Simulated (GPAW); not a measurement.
A run of GPAW 26.7.0:

File run.py:

```python
from ase.dft.bandgap import bandgap
from ase.io import write
from ase.spacegroup import crystal
from ase.parallel import parprint
from gpaw import GPAW, PW

# C 8a
atoms = crystal(['C'],
                basis=[[0.25, 0.25, 0.25]],
                spacegroup=227, setting=1,  # Fd-3m
                cellpar=[3.56674, 3.56674, 3.56674, 90.0, 90.0, 90.0],
                primitive_cell=True)

calc = GPAW(mode=PW(600),
            xc={'name': '0.75_GGA_X_PBE_SOL+1.0_GGA_C_PBE_SOL', 'fraction': 0.25, 'omega': 0.0, 'backend': 'pw'},
            kpts={'size': (6, 6, 6), 'gamma': True},
            occupations={'name': 'fermi-dirac', 'width': 0.05},
            nbands=9,
            convergence={'density': 1e-05, 'energy': 1e-05},
            maxiter=60,
            txt='gpaw.txt')
atoms.calc = calc
energy = atoms.get_potential_energy()
forces = atoms.get_forces()
calc.write('gs.gpw')
write('result.traj', atoms)
parprint(f'Energy: {energy:.6f} eV')
parprint('Forces (eV/A):')
parprint(forces.round(4))
parprint('Fermi level:', round(calc.get_fermi_level(), 4), 'eV')
parprint(f'Gap: {bandgap(calc)[0]:.4f} eV, direct: {bandgap(calc, direct=True)[0]:.4f} eV')
```

Potentials or basis: GPAW PAW data sets (gpaw-data 1.2.1), pw.

Command:

```sh
$ OMP_NUM_THREADS=1 mpirun -n 4 gpaw python run.py
```

Hardware: 4 MPI ranks on Arm Neoverse V1 (shared host).

How long does it take, and how much memory?

It took 5.3 min on 4 MPI ranks on Arm Neoverse V1, on a shared host, peak memory 0.17 GiB a rank. Counts: scf iterations 11, plane waves 388, bands 9, k points 16.
